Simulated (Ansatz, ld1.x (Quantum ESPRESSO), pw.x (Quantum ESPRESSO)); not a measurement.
## mercury (Hg): does the TM potential hold in the solid?

| Item | Value |
| --- | --- |
| Element | Hg (Z = 80) |
| Generator | ld1.x (Quantum ESPRESSO) 7.5 |
| Type | norm-conserving Troullier–Martins (Kleinman–Bylander form) |
| Functional | PBE |
| Relativity | scalar-relativistic |
| Frozen core | [Xe] 4f14 |
| Valence charge | 12 |
| Reference configuration | 5d10 6s2 6p0 |
| Partial waves | 6p (bound, empty): rc 2.30 bohr; 5d (bound): rc 1.35 bohr; 6s (bound): rc 2.35 bohr |
| Local potential | the s channel |
| Core correction | none |

Atomic tests: cutoffs needed: 70 Ry and 90 Ry (the cutoffs (Ry, on a coarse ladder) from which the occupation-weighted sum of valence levels, in a spherical-Bessel basis at the reference potential, stays within 10 and 1 mRy of its value at 400 Ry); ghost test: no extra level below or beside the all-electron valence levels (p, d, s, f tested) (spherical-Bessel basis up to 400 Ry, 20 bohr box); largest excitation error: -60 meV (all-electron minus pseudo) for 5d9 6s2 6p0, out of 7 test configurations.

Crystal test: bcc Hg in pw.x 7.5, no spin, 12³ k-points, Fermi–Dirac smearing 0.01 Ry, cutoffs 110/440 Ry. The lattice is a test structure that the element need not adopt, and mesh and smearing are coarse.

pw.x input:

```
&control
  calculation='scf', prefix='x', pseudo_dir='./', outdir='./tmp', tstress=.true., disk_io='none'
/
&system
  ibrav=0, nat=1, ntyp=1, ecutwfc=110, ecutrho=440, nbnd=14,
  occupations='smearing', smearing='fd', degauss=0.01
/
&electrons
  conv_thr=1e-09, mixing_beta=0.4, electron_maxstep=70
/
ATOMIC_SPECIES
Hg 1.0 Hg.UPF
CELL_PARAMETERS angstrom
  -1.93053168 1.93053168 1.93053168
  1.93053168 -1.93053168 1.93053168
  1.93053168 1.93053168 -1.93053168
ATOMIC_POSITIONS crystal
Hg 0.0000 0.0000 0.0000
K_POINTS automatic
12 12 12 0 0 0
```

```bash
pw.x < Hg.scf.in > Hg.scf.out
```

Problem. How does the run end?

Solution. It converges; the pressure is 0.35 GPa against 0.10 GPa from all-electron LAPW. This is a poor potential for the solid. The log shows:

```
     number of electrons       =        12.00
     number of Kohn-Sham states=           14
     kinetic-energy cutoff     =     110.0000  Ry
     charge density cutoff     =     440.0000  Ry
     scf convergence threshold =      1.0E-09
     Exchange-correlation= PBE
     number of k points=    72  Fermi-Dirac smearing, width (Ry)=  0.0100
     iteration #  1     ecut=   110.00 Ry     beta= 0.40
     total energy              =     -82.56764949 Ry
     estimated scf accuracy    <       0.00446664 Ry
     iteration #  2     ecut=   110.00 Ry     beta= 0.40
     total energy              =     -82.56816711 Ry
     estimated scf accuracy    <       0.00035027 Ry
     iteration #  3     ecut=   110.00 Ry     beta= 0.40
     total energy              =     -82.56822073 Ry
     estimated scf accuracy    <       0.00005625 Ry
     iteration #  4     ecut=   110.00 Ry     beta= 0.40
     total energy              =     -82.56822368 Ry
     estimated scf accuracy    <       0.00000018 Ry
     iteration #  5     ecut=   110.00 Ry     beta= 0.40
     total energy              =     -82.56822374 Ry
     estimated scf accuracy    <       0.00000002 Ry
     iteration #  6     ecut=   110.00 Ry     beta= 0.40
     total energy              =     -82.56822375 Ry
     estimated scf accuracy    <          2.6E-09 Ry
     iteration #  7     ecut=   110.00 Ry     beta= 0.40
     the Fermi energy is     8.7092 ev
!    total energy              =     -82.56822375 Ry
     estimated scf accuracy    <          2.4E-11 Ry
     smearing contrib. (-TS)   =      -0.00101411 Ry
     The total energy is F=E-TS. E is the sum of the following terms:
     one-electron contribution =     -15.75931848 Ry
     hartree contribution      =      16.92212739 Ry
     xc contribution           =     -11.90651070 Ry
     ewald contribution        =     -71.82350785 Ry
     convergence has been achieved in   7 iterations
          total   stress  (Ry/bohr**3)                   (kbar)     P=        3.45
     Message from routine punch:
     Nothing written, as per user request (disk_io='none')
```
